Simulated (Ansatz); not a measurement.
**Al2O3: changing the functional**

The cell as given:

Space group P-3m1 (No. 164). a = 3.017 Å, b = 3.017 Å, c = 7.575 Å, α = 90.00°, β = 90.00°, γ = 120.00°
```json
{"atom": "Al", "site": "2c", "symmetry": "3m.", "x": "0.0000", "y": "0.0000", "z": "0.7220"}
{"atom": "O", "site": "1b", "symmetry": "-3m.", "x": "0.0000", "y": "0.0000", "z": "0.5000"}
{"atom": "O", "site": "2d", "symmetry": "3m.", "x": "0.6667", "y": "0.3333", "z": "0.8005"}
```

Measurements of this composition are mostly on another form, of space group No. 167.

Kept alike: task relaxation of cell and atoms; k mesh 10 × 10 × 4; occupations fermi-dirac, width 0.05 eV; no spin polarisation. Program: Ansatz, Ansatz PAW. Cutoffs run from 420 to 500 eV. The mesh is that of the run's cell of 5 atoms. No spin-orbit coupling.

| run | band gap (eV) | volume (Å³/atom) | first edge of the run's cell (Å) | third edge of the run's cell (Å) |
| --- | --- | --- | --- | --- |
| A | 2.399 | 12.332 | 2.988 | 7.972 |
| B | 3.140 | 11.736 | 2.986 | 7.600 |
| C | 2.498 | 11.179 | 2.963 | 7.354 |

Gaps hold for each row's own relaxed cell. The relaxations keep at least the cell's symmetry (P-3m1). Relaxations stop with a little pressure left, so the last digits of a volume or edge aren't settled. Ansatz's relaxations hold a Pulay term in the stress (up to 0.9 GPa here). A gap read on the mesh alone can miss an edge between its points. All rows use potentials made for PBE.

The runs differ in the functional (and the cutoff that goes with it) alone: LDA; PBEsol; r2SCAN. Which run is which?

Run A is PBEsol; run B is r2SCAN; run C is LDA. The band gap runs from 2.399 (PBEsol) to 3.140 eV (r2SCAN). The volume runs from 11.179 (LDA) to 12.332 Å³/atom (PBEsol). The first edge of the run's cell runs from 2.963 (LDA) to 2.988 Å (PBEsol). The third edge of the run's cell runs from 7.354 (LDA) to 7.972 Å (PBEsol).
